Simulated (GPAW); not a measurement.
The system is WS2 (Tungstenite).

```
W S
1.0
     3.18000    0.00000    0.00000
    -1.59000    2.75396    0.00000
     0.00000    0.00000   12.50000
W S
2 4
Direct
  0.66667 0.33333 0.75000
  0.33333 0.66667 0.25000
  0.66667 0.33333 0.37500
  0.33333 0.66667 0.87500
  0.66667 0.33333 0.12500
  0.33333 0.66667 0.62500
```

Base run:

```yaml
Program: GPAW 26.7.0
Functional: PBE
Potentials_or_basis: GPAW PAW data sets (gpaw-data 1.2.1)
Cutoff: 600 eV
Basis: pw
k_mesh: 10 × 10 × 3
Occupations: fermi-dirac, width 0.05 eV
Spin: no spin polarisation
```

Its results: band gap on the k mesh 1.12 eV, indirect (least direct gap 2.08 eV); pressure 2.3 GPa; largest force 0.146 eV/Å.

Question: After a change of settings the same cell gave: band gap on the k mesh 1.05 eV, indirect (least direct gap 1.74 eV); pressure 2.3 GPa; largest force 0.144 eV/Å. Which change was it?
A. potentials or basis from GPAW PAW data sets (gpaw-data 1.2.1) to GPAW PAW data sets (gpaw-data 1.2.1), newer versions; k mesh from 10 × 10 × 3 to 6 × 6 × 2
B. functional from PBE to PBEsol; potentials or basis from GPAW PAW data sets (gpaw-data 1.2.1) to PAW data sets generated in the run's folder for this functional
C. k mesh from 10 × 10 × 3 to 6 × 6 × 2; hubbard terms from none to W d U = 6 eV

Answer: A.

Caveats: spin-orbit coupling is left out, which moves the levels of the heavy elements; this functional lacks dispersion, which binds the layers, so the pressure and a relaxed spacing across them are unreliable; an odd mesh through Γ misses points on the zone boundary, where band edges often lie (some runs).

Not every run made on this cell is shown here.
